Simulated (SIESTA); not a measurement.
**InAs under changes of volume**

One of the cells (28.039 Å³/atom); the others are scaled copies at fixed shape and fractional positions:

```
CELL_PARAMETERS angstrom
0.00000 3.03799 3.03799
3.03799 0.00000 3.03799
3.03799 3.03799 0.00000
ATOMIC_POSITIONS crystal
In 0.00000 0.00000 0.00000
As 0.75000 0.75000 0.75000
```

| Property | Result |
| --- | --- |
| Program | SIESTA 5.4.2 |
| Functional | PBEsol |
| Potentials or basis | PseudoDojo 0.4 standard (PBEsol files) |
| Basis | DZP (energy shift 0.003 Ry; two zetas on semicore shells) |
| Grid cutoff | 500 Ry |
| Energy shift | 0.003 Ry |
| k mesh | 8 × 8 × 8 |
| Occupations | fermi-dirac, width 0.05 eV |
| Spin | no spin polarisation |

```csv
volume (Å³/atom),energy over the lowest point (meV/atom),pressure (GPa)
25.840,43.44,6.3
26.389,24.88,4.6
26.939,11.92,3.1
28.039,0.00,0.5
28.588,0.18,-0.6
29.138,?,?
```

What does the run at 29.138 Å³/atom give?

Energy over the lowest point 3.92 meV/atom; pressure -1.5 GPa.

Worked out: A Birch-Murnaghan fit of order 3 (a polynomial in V^(-2/3)) to the other rows has its minimum at 28.29 Å³/atom with B0 = V·E''(V) = 55 GPa and B' = 4.9. It gives 3.79 meV/atom at 29.138 Å³/atom, against the run's 3.92, and -dE/dV = -1.5 GPa, against -1.5.

Energies are extrapolated to zero smearing.

Caveats: the basis of atomic orbitals isn't converged, which shifts pressures, moduli and gaps.
